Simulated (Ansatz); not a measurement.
Starting cell, BaF$_{2}$ (fluorite):

```
CELL_PARAMETERS angstrom
      0.00000     3.12321     3.12321
      3.12321     0.00000     3.12321
      3.12321     3.12321     0.00000
ATOMIC_POSITIONS crystal
  Ba 0.00000 0.00000 0.00000
  F  0.25000 0.25000 0.25000
  F  0.75000 0.75000 0.75000
```

In this cell atom 3 (F, nearest neighbour Ba at 2.705 Å; its periodic images, 4.4 Å or more away, move with it) is moved by s towards the nearest neighbour, unit vector (-0.577, -0.577, 0.577); all other atoms and the cell stay fixed.

The numbers are results of PBE (plane waves to 420 eV, PAW, scalar-relativistic; Ansatz, a quantum-chemistry and plane-wave program), not measurements. k mesh 7×7×7 (Γ-centred), Fermi-Dirac smearing 0.05 eV. Energies are smeared free energies. BaF2 was relaxed with its symmetry unable to fall. The zero of ΔE is the undisplaced structure.

| s (Å) | ΔE (meV/cell) |
|---|---|
| -0.270 | 75.2 |
| -0.216 | 50.2 |
| -0.162 | 29.5 |
| -0.108 | 13.7 |
| -0.054 | 3.6 |
| 0.000 | 0.0 |
| 0.054 | 3.9 |
| 0.108 | 16.6 |
| 0.162 | 39.4 |
| 0.216 | 74.0 |
| 0.270 | 122.6 |

What force constant k = d²E/ds² at s = 0 does the table give?

2.6 eV/Å². It is the second difference of the nearest points, corrected with the next pair.

With k = 2.58 eV/Å² from the forces, is the well harmonic out to s = 0.270 Å?

½ks² = 93.9 meV/cell against the computed 122.6 meV/cell, so the well is stiffer than harmonic there.

(For displaced atoms, the force is minus the slope of the energy, and its curvature is a force constant, which sets phonon frequencies.)
